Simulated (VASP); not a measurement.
Runs of VASP 6.6.1 on BeSe. The structure is cubic, space group F-43m (No. 216). The conventional cell has a = 5.168 Å, b = 5.168 Å, c = 5.168 Å, α = 90.00°, β = 90.00°, γ = 90.00°. Around Be (site symmetry -43m) lie 4 Se at 2.24 Å. Se (site symmetry -43m) has 4 Be at 2.24 Å as nearest neighbours. The cell comes from a database or a generator and needn't be the stable form of this composition.

```csv
task,cell,gap on the mesh (eV),pressure (GPa)
single point,volume scaled by 1.02,(b),-1.5
single point,as given,3.13,(c)
single point,volume scaled by 0.98,3.09,(a)
electric field gradients,"volume scaled by 1.04, crystal datasets",3.21,-2.9
```

Alike in all rows: level r2SCAN; potentials or basis VASP PAW PBE potentials, release 64 (Be, Se); no spin polarisation; k mesh 8 × 8 × 8; cutoff (eV) 520; smearing fermi-dirac 0.03 eV.

Question: Fill in the values left out.

Answer: (a) 1.7; (b) 3.17; (c) 0.0.

Caveats: the PAW data sets were made with another functional, which shifts forces and pressure a little.

A k mesh can miss the band edges, and the runs leave out spin-orbit coupling on Se.
